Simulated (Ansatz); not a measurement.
**AlN (P6_3mc): polarisation and piezoelectric response, part 1 of 2**

Aim: the Berry-phase polarisation of AlN (P6_3mc) and its elastic and piezoelectric constants.

Program: Ansatz 0.2.0. Level of theory: DFT PBEsol, scalar-relativistic, plane waves, PAW. These are calculated values, not measurements.

1 further run of the same task is left out (set aside as unsound or not needed).

### Step 1. The structure to begin with

It takes space group P6_3mc (No. 186, hexagonal). The conventional cell has a = 3.114 Å, b = 3.114 Å, c = 4.983 Å, α = 90.00°, β = 90.00°, γ = 120.00°. Al (site symmetry 3m) is surrounded by 4 N at 1.89 to 1.90 Å. Around N (site symmetry 3m) lie 4 Al at 1.89 to 1.90 Å.

As a file:

```cif
data_structure
_symmetry_space_group_name_H-M 'P 1'
_symmetry_Int_Tables_number 1
_cell_length_a 3.1139
_cell_length_b 3.1139
_cell_length_c 4.9834
_cell_angle_alpha 90.000
_cell_angle_beta 90.000
_cell_angle_gamma 120.000
_cell_volume 41.85
loop_
_atom_site_label
_atom_site_type_symbol
_atom_site_fract_x
_atom_site_fract_y
_atom_site_fract_z
_atom_site_occupancy
Al1 Al 0.33333 0.66667 0.00149 1
Al2 Al 0.66667 0.33333 0.50149 1
N1 N 0.33333 0.66667 0.38351 1
N2 N 0.66667 0.33333 0.88351 1
```

An earlier run at PBEsol left this cell at 10.462 Å³/atom and -0.01 GPa (12×12×8 mesh), gap on the mesh 4.09 eV.

### Step 2. Formal polarisation by the Berry phase

File input.yaml:

```yaml
crystal:
  lattice:
    - [3.1138817556, 0.0, 0.0]
    - [-1.5569408778, 2.6967007047, 0.0]
    - [0.0, 0.0, 4.9834380166]
  atoms:
    - { symbol: Al, position: [0.3333333333, 0.6666666667, 0.001488971] }
    - { symbol: Al, position: [0.6666666667, 0.3333333333, 0.501488971] }
    - { symbol: "N", position: [0.3333333333, 0.6666666667, 0.383511029] }
    - { symbol: "N", position: [0.6666666667, 0.3333333333, 0.883511029] }
basis:
  ecutwfc: 420
  ecutrho_ratio: 4
kpoints:
  mp_grid: { grid: [12, 12, 8] }
hamiltonian:
  xc: pbesol
scf:
  occupations: { method: fixed }
  convergence: { dr2_threshold: 1.0e-11 }
output:
  forces: true
  stress: true
  eigenvalues: true
  polarization: {}
```

On the command line:

```
$ ansatz run input.yaml --threads 4 --pin off --max-ram 9216MiB --backend cpu --events-out ev --progress --plain --runs-dir out
```

Log:

```text
Warning: RAYON_NUM_THREADS=4 ignored (pool sized by the plan → 4); use --threads N
Engine: ansatz 0.2.0, x86_64-unknown-linux-gnu
Pseudopotentials: kind: paw
Pseudopotential: Al, paw, valence charge 3, recommended cutoff 420 eV (normal), Al.paw.azcp
Pseudopotential: N, paw, valence charge 5, recommended cutoff 420 eV (normal), N.paw.azcp
Functional definition: PBEsol
  exchange = pbesol_x
  correlation = pbesol_c
Crystal: 4 atoms, lattice volume = 41.847 Å³
Basis set: ecut = 420 eV, 809 PW (Γ), exchange–correlation on 48×48×72 points (8 copies of the dense FFT grid, shifted against one another)
Bands: 12, of which v1, the nominal top of the filled ones, is band 8 counted from 1 (7 counted from 0)
Symmetry: 12 space group operations
Space group: P63mc (ITA 186), of the structure as read, at distance tolerance 3.5e-5 Å
k-points: 95 of 1152 (time reversal used)
Non-local potential: Al, projectors of the file, l = 0: 2, l = 1: 2, l = 2: 1
Non-local potential: N, projectors of the file, l = 0: 2, l = 1: 2, l = 2: 1
PAW form: soft (Blöchl's): semilocal exchange-correlation on the pseudo side does not see the compensation charge
PAW frozen core: Al, regenerated for the run's functional, and the local potential with it (the file was generated under x = pbe(κ = 0.804, μ = 0.2195149727645171), c = pbe(β = 0.06672455060314922))
PAW frozen core: N, regenerated for the run's functional, and the local potential with it (the file was generated under x = pbe(κ = 0.804, μ = 0.2195149727645171), c = pbe(β = 0.06672455060314922))
PAW one-centre angular grid: Al, 110 points (default); XC on 64 Gauss nodes
PAW one-centre angular grid: N, 110 points (default); XC on 64 Gauss nodes
Initial density: superposition of atomic densities (neutral atoms: chi_scale 0, normalization atom), corrected by the library's trained network
Initial wavefunctions: pseudopotential atomic-orbital guess
Functional: x = pbesol(κ = 0.804, μ = 0.12345679012345678), c = pbesol(β = 0.046)
SCF iter   1: F=—  HF=-1811.930606 eV  |F-HF|=—  |Δ(HF+E_count)|=         —  Δρ=1.04e-2  dr2=4.80e-2  ethr=1.77e-3  ⟨swp⟩=4.9  Hψ=6322  notcnv=0  defer=174
preconditioner: auto → none  [insulator: Δε(μ)=4.014 eV  Ē_g=12.942 eV  n_scr=2 (ndim 8)  ℏωp=23.0 eV  f_vac=0.000  ε∞_Penn≈4.1]
SCF iter   2: F=—  HF=-1811.918729 eV  |F-HF|=—  |Δ(HF+E_count)|=   1.19e-2  Δρ=4.40e-3  dr2=6.21e-3  ethr=3.00e-4  ⟨swp⟩=2.6  Hψ=2725  notcnv=0  defer=190
SCF iter   3: F=—  HF=-1811.916796 eV  |F-HF|=—  |Δ(HF+E_count)|=   1.93e-3  Δρ=6.25e-4  dr2=8.68e-5  ethr=3.88e-5  ⟨swp⟩=2.1  Hψ=1907  notcnv=0  defer=190
SCF iter   4: F=—  HF=-1811.916670 eV  |F-HF|=—  |Δ(HF+E_count)|=   1.26e-4  Δρ=6.19e-5  dr2=5.87e-7  ethr=5.43e-7  ⟨swp⟩=2.2  Hψ=1843  notcnv=0  defer=87
SCF iter   5: F=—  HF=-1811.916670 eV  |F-HF|=—  |Δ(HF+E_count)|=   1.96e-7  Δρ=8.24e-6  dr2=1.13e-8  ethr=3.67e-9  ⟨swp⟩=2.1  Hψ=1880  notcnv=0  defer=8
SCF iter   6: F=—  HF=-1811.916670 eV  |F-HF|=—  |Δ(HF+E_count)|=   5.48e-9  Δρ=6.84e-7  dr2=7.11e-11  ethr=7.08e-11  ⟨swp⟩=2.2  Hψ=1894  notcnv=0  defer=8
SCF iter   7: F=-1811.916670 eV  HF=-1811.916670 eV  |F-HF|=1.36e-12  |Δ(HF+E_count)|=  5.80e-11  Δρ=9.77e-8  dr2=2.86e-12  ethr=1.00e-12  ⟨swp⟩=6.6  Hψ=6648  notcnv=0
SCF 1 converged in 7 iterations: F = -1811.916670 eV  dr2 = 2.86e-12
NSCF: frozen V_eff on 98 k-points
SCF converged after 7 iterations
Free energy (F): -1811.916670 eV
Harris-Foulkes:  -1811.916670 eV  (|F-HF|=1.36e-12)
Internal energy: -1811.916670 eV  (E = F + TS)
E sigma→0 (E₀):  -1811.916670 eV
Fermi energy:    7.041251 eV
--- Per-component energies (eV) ---
  E_band       = 28.517181
  E_kinetic    = 317.494949
  E_local      = -446.179803  (includes V_loc(G=0)·N_el)
  E_nonlocal   = 111.267268
  E_hartree    = 153.724589
  E_xc         = -201.378077
  E_vxc        = -214.925770  (∫ρ·V_xc dr)
  E_paw        = -1155.478592  (= ΣΔE_a)
  E_vpaw       = -46.588835  (= ΣTr[D̂ρ^β])
  E_aug_tail   = 0.000188  (compensation charges beyond the density's cutoff)
  E_ewald      = -591.461667
  E_core_change = 0.094476  (= ΣΔE_core)
  E_smearing   = -0.000000  (= −TS)
  E_closure    = -0.000000  (closes the sum)
  Σ components = -1811.916670   (vs F -1811.916670, Δ=0.00e0)
--- Forces (eV/Å), atoms counted from 1 ---
  atom   1  Al     0.00000000     0.00000000     0.00172367
  atom   2  Al     0.00000000    -0.00000000     0.00172367
  atom   3  N      0.00000000    -0.00000000    -0.00172959
  atom   4  N     -0.00000000     0.00000000    -0.00172959
  max |Σ_I F_I| component: 1.18e-5 eV/Å
--- Stress (GPa, compression-positive) ---
       -0.006340       0.000000      -0.000000
        0.000000      -0.006340       0.000000
       -0.000000      -0.000000      -0.008849
  P = ⅓ Tr σ = -0.0072 GPa (-0.072 kbar)
--- Band table (eV; the first three rows and the last of 95) ---
  k-point 0: bands = ["-8.1122", "-5.9369", "0.9962", "6.1617", "6.1617", "6.8162", "6.8162", "7.0413", "11.1348", "13.5795", "17.5263", "18.0537"]
  k-point 1: bands = ["-8.0517", "-6.0594", "1.2112", "6.1856", "6.1856", "6.6785", "6.7896", "6.7896", "11.4346", "13.6201", "17.4223", "18.0314"]
  k-point 2: bands = ["-7.8734", "-6.3783", "1.8034", "5.8207", "6.2528", "6.2528", "6.7154", "6.7154", "12.1020", "13.6997", "17.1909", "18.0230"]
  k-point 94: bands = ["-5.5359", "-5.5359", "2.1652", "2.1652", "3.1278", "3.1278", "6.2398", "6.2398", "14.3198", "14.3198", "14.7368", "14.7368"]
--- Formal polarisation (Berry phase): one branch of a lattice of values; only differences between neighbouring runs are physical ---
  axis  mesh            electronic          ionic      p = total  spread (rad)  least overlap  resolved gap  δp at fixed H ≤   (phases in cycles; p mod 1; gap in eV; gap and δp judge the states as solved, not the mesh's step, its correction or the SCF's stop)
  b1    12×12×8         0.00000000     8.00000000     8.00000000      0.000000         0.9559        4.0935           1.3e-6
  b2    12×12×8         0.00000000     8.00000000     8.00000000      0.000000         0.9559        4.0935           1.3e-6
  b3    12×12×8        -0.14419247     7.84404412     7.69985165      0.021148         0.9652        4.0935           7.8e-7
  quantum along a1:   0.07441118 e/Å² =   119.219854 µC/cm²
  quantum along a2:   0.07441118 e/Å² =   119.219854 µC/cm²
  quantum along a3:   0.11908721 e/Å² =   190.798751 µC/cm²
  P = (  0.29764472,   0.51553578,   0.91695388) e/Å² = (  476.879414,   825.979375,  1469.122080) µC/cm²  (mod the quanta)
```

It took 7.8 s on 4 threads of Intel Xeon at 2.50GHz (Skylake/Cascade Lake), shared host; peak memory 0.48 GiB.

Result: volume 10.462 Å³/atom, pressure -0.01 GPa, mesh gap 4.09 eV.

Formal polarisation along the cell vectors, electrons and ions together:

```
axis  in quanta, modulo one  quantum (μC/cm²)
   a                 0.0000             119.2
   b                 0.0000             119.2
   c                 0.6999             190.8
```

(Continued in part 2 of 2.)
